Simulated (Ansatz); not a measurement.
# Si64H defect cell, Si65 defect cell: relaxing the atoms and nudged elastic band, part 2 of 3

Aim: for Si64H defect cell, Si65 defect cell, 4 runs in a chain (relaxing the atoms and nudged elastic band).

Ansatz 0.2.0; DFT PBE, scalar-relativistic, plane waves, PAW. The steps go on from the part before.

## Step 5: The log goes on: Hhop

The log, continued, cut to the lines that bear on the results:

```text
SCF iter   1: F=—  HF=-40704.326121 eV  |F-HF|=—  |Δ(HF+E_count)|=         —  Δρ=2.05e-3  dr2=1.69e-1  ethr=1.77e-3  ⟨swp⟩=6.0  Hψ=2664  notcnv=0  defer=135
[...]
NEB image 3
[...]
SCF iter   8: F=-40710.055419 eV  HF=-40710.055419 eV  |F-HF|=8.10e-9  |Δ(HF+E_count)|=   3.56e-8  Δρ=5.84e-7  dr2=1.77e-8  ethr=3.91e-11  ⟨swp⟩=16.3  Hψ=3636  notcnv=0
[...]
    - { symbol: Si, position: [0.12461494271662404, 0.3762423064852906, 0.8749286635315314] }
    - { symbol: Si, position: [0.3748370046659591, 0.6250330681166634, 0.8745659699046133] }
    - { symbol: Si, position: [0.6242871537146802, 0.8754451619110407, 0.8754451619110407] }
    - { symbol: Si, position: [0.1267448346483291, 0.870970995713976, 0.8709709957139761] }
    - { symbol: H, position: [0.13046604422572616, -5.7844457927811995e-9, -5.78444542381048e-9] }
```

It took 39 min on 4 threads of Intel Xeon at 2.70GHz, shared host; peak memory 6.7 GiB.

## Step 6: What the band shows

Images 0 and 4 are the ends. Energies count from image 0; the path length is the program's own measure over all atoms.

| image | path (Å) | energy (eV) | Si64–H65 (Å) | Si36–H65 (Å) | Si4–Si36 (Å) | Si4–Si64 (Å) | H65 x y z (Å) | band force (eV/Å) |
| --- | --- | --- | --- | --- | --- | --- | --- | --- |
| 0 | 0.000 | 0.0000 | 3.07 | 1.60 | 3.20 | 2.34 | 0.68 0.68 0.68 | - |
| 1 | 0.704 | 0.0718 | 2.60 | 1.63 | 2.97 | 2.37 | 1.20 0.39 0.39 | 0.029 |
| 2* | 1.408 | 0.4237 | 2.00 | 2.00 | 2.52 | 2.52 | 1.43 0.00 0.00 | 0.007 |
| 3 | 2.112 | 0.0718 | 1.63 | 2.60 | 2.37 | 2.97 | 1.20 -0.39 -0.39 | 0.029 |
| 4 | 2.817 | 0.0000 | 1.60 | 3.07 | 2.34 | 3.20 | 0.68 -0.68 -0.68 | - |

The star marks the climbing image.

image, energy (eV) and a bar:
```
        0      0.000 
        1      0.072 #####
        2      0.424 ##############################
        3      0.072 #####
        4      0.000
```

The top of the band by iteration:

| iteration | highest image above image 0 (eV) | largest band force (eV/Å) |
| --- | --- | --- |
| 1 | 8.4171 | 40.076 |
| 2 | 2.5901 | 13.694 |
| 3 | 1.3228 | 7.283 |
| 4 | 0.6787 | 3.128 |
| 5 | 0.4901 | 1.199 |
| 6 | 0.4294 | 0.258 |
| 7 | 0.4239 | 0.102 |
| 8 | 0.4237 | 0.029 |
| 9 | 0.4237 | 0.029 |

Positions (Å) of images 0, 2, 4:

```xyz
65
Lattice="10.940 0.000 0.000 0.000 10.940 0.000 0.000 0.000 10.940" Properties=species:S:1:pos:R:3 pbc="T T T" image=0 dE=0.0000
Si    5.476   -0.001   -0.001
Si    8.196    2.735    0.009
Si    8.196    0.009    2.735
Si   -0.239   -0.239   -0.239
Si    2.796    2.796   -0.025
Si    5.479    5.479   -0.006
Si    8.174    8.174   -0.017
Si    2.796   -0.025    2.796
Si    5.483    2.742    2.742
Si    8.207    5.470    2.735
Si    5.479   -0.006    5.479
Si    8.207    2.735    5.470
Si    8.174   -0.017    8.174
Si   -0.001    5.476   -0.001
Si    2.735    8.196    0.009
Si   -0.025    2.796    2.796
Si    2.742    5.483    2.742
Si    5.470    8.207    2.735
Si   -0.001   -0.001    5.476
Si    2.742    2.742    5.483
Si    5.471    5.471    5.471
Si    8.200    8.200    5.463
Si    2.735    0.009    8.196
Si    5.470    2.735    8.207
Si    8.200    5.463    8.200
Si    0.009    8.196    2.735
Si   -0.006    5.479    5.479
Si    2.735    8.207    5.470
Si    0.009    2.735    8.196
Si    2.735    5.470    8.207
Si    5.463    8.200    8.200
Si   -0.017    8.174    8.174
Si    6.832    1.368    1.368
Si    9.572    4.111    1.358
Si    9.572    1.358    4.111
Si    1.606    1.606    1.606
Si    4.134    4.134    1.385
Si    6.829    6.829    1.374
Si    9.512    9.512    1.393
Si    4.134    1.385    4.134
Si    6.845    4.108    4.108
Si    9.573    6.838    4.101
Si    6.829    1.374    6.829
Si    9.573    4.101    6.838
Si    9.512    1.393    9.512
Si    1.368    6.832    1.368
Si    4.111    9.572    1.358
Si    1.385    4.134    4.134
Si    4.108    6.845    4.108
Si    6.838    9.573    4.101
Si    1.368    1.368    6.832
Si    4.108    4.108    6.845
Si    6.836    6.836    6.836
Si    9.566    9.566    6.825
Si    4.111    1.358    9.572
Si    6.838    4.101    9.573
Si    9.566    6.825    9.566
Si    1.358    9.572    4.111
Si    1.374    6.829    6.829
Si    4.101    9.573    6.838
Si    1.358    4.111    9.572
Si    4.101    6.838    9.573
Si    6.825    9.566    9.566
Si    1.393    9.512    9.512
H     0.684    0.684    0.684
65
Lattice="10.940 0.000 0.000 0.000 10.940 0.000 0.000 0.000 10.940" Properties=species:S:1:pos:R:3 pbc="T T T" image=2 dE=0.4237
Si    5.460    0.000    0.000
Si    8.188    2.741    0.001
Si    8.188    0.001    2.741
Si   -0.158    0.000    0.000
Si    2.734    2.748   -0.010
Si    5.462    5.470    0.000
Si    8.188    8.199   -0.001
Si    2.734   -0.010    2.748
Si    5.469    2.733    2.733
Si    8.190    5.472    2.738
Si    5.462    0.000    5.470
Si    8.190    2.738    5.472
Si    8.188   -0.001    8.199
Si   -0.009    5.470    0.000
Si    2.734    8.192    0.010
Si   -0.050    2.750    2.750
Si    2.732    5.465    2.736
Si    5.454    8.202    2.738
Si   -0.009    0.000    5.470
Si    2.732    2.736    5.465
Si    5.461    5.470    5.470
Si    8.190    8.202    5.468
Si    2.734    0.010    8.192
Si    5.454    2.738    8.202
Si    8.190    5.468    8.202
Si    0.020    8.178    2.762
Si   -0.010    5.470    5.470
Si    2.732    8.205    5.475
Si    0.020    2.762    8.178
Si    2.732    5.475    8.205
Si    5.469    8.207    8.207
Si   -0.050    8.190    8.190
Si    6.830    1.363    1.363
Si    9.552    4.114    1.361
Si    9.552    1.361    4.114
Si    1.387    1.412    1.412
Si    4.101    4.102    1.372
Si    6.822    6.838    1.374
Si    9.551    9.512    1.428
Si    4.101    1.372    4.102
Si    6.827    4.104    4.104
Si    9.559    6.831    4.109
Si    6.822    1.374    6.838
Si    9.559    4.109    6.831
Si    9.551    1.428    9.512
Si    1.363    6.824    1.368
Si    4.096    9.574    1.366
Si    1.365    4.100    4.100
Si    4.091    6.834    4.106
Si    6.822    9.566    4.103
Si    1.363    1.368    6.824
Si    4.091    4.106    6.834
Si    6.827    6.837    6.837
Si    9.552    9.579    6.826
Si    4.096    1.366    9.574
Si    6.822    4.103    9.566
Si    9.552    6.826    9.579
Si    1.363    9.572    4.116
Si    1.365    6.840    6.840
Si    4.101    9.568    6.838
Si    1.363    4.116    9.572
Si    4.101    6.838    9.568
Si    6.830    9.578    9.578
Si    1.387    9.529    9.529
H     1.427    0.000    0.000
65
Lattice="10.940 0.000 0.000 0.000 10.940 0.000 0.000 0.000 10.940" Properties=species:S:1:pos:R:3 pbc="T T T" image=4 dE=0.0000
Si    5.476    0.001    0.001
Si    8.174    2.766    0.017
Si    8.174    0.017    2.766
Si   -0.239    0.239    0.239
Si    2.735    2.744   -0.009
Si    5.479    5.461    0.006
Si    8.196    8.205   -0.009
Si    2.735   -0.009    2.744
Si    5.463    2.740    2.740
Si    8.200    5.477    2.740
Si    5.479    0.006    5.461
Si    8.200    2.740    5.477
Si    8.196   -0.009    8.205
Si   -0.001    5.465    0.001
Si    2.796    8.145    0.025
Si   -0.017    2.766    2.766
Si    2.735    5.470    2.734
Si    5.470    8.205    2.734
Si   -0.001    0.001    5.465
Si    2.735    2.734    5.470
Si    5.471    5.469    5.469
Si    8.207    8.205    5.470
Si    2.796    0.025    8.145
Si    5.470    2.734    8.205
Si    8.207    5.470    8.205
Si    0.009    8.205    2.744
Si   -0.006    5.461    5.461
Si    2.742    8.199    5.458
Si    0.009    2.744    8.205
Si    2.742    5.458    8.199
Si    5.483    8.199    8.199
Si   -0.025    8.145    8.145
Si    6.825    1.374    1.374
Si    9.566    4.115    1.374
Si    9.566    1.374    4.115
Si    1.393    1.428    1.428
Si    4.101    4.103    1.368
Si    6.838    6.839    1.368
Si    9.512    9.548    1.428
Si    4.101    1.368    4.103
Si    6.836    4.104    4.104
Si    9.573    6.839    4.103
Si    6.838    1.368    6.839
Si    9.573    4.103    6.839
Si    9.512    1.428    9.548
Si    1.358    6.829    1.368
Si    4.111    9.582    1.368
Si    1.374    4.112    4.112
Si    4.108    6.832    4.095
Si    6.829    9.567    4.112
Si    1.358    1.368    6.829
Si    4.108    4.095    6.832
Si    6.845    6.832    6.832
Si    9.572    9.582    6.829
Si    4.111    1.368    9.582
Si    6.829    4.112    9.567
Si    9.572    6.829    9.582
Si    1.368    9.572    4.108
Si    1.385    6.806    6.806
Si    4.134    9.556    6.806
Si    1.368    4.108    9.572
Si    4.134    6.806    9.556
Si    6.832    9.572    9.572
Si    1.606    9.334    9.334
H     0.684   -0.684   -0.684
```

[end of part 2 of 3]
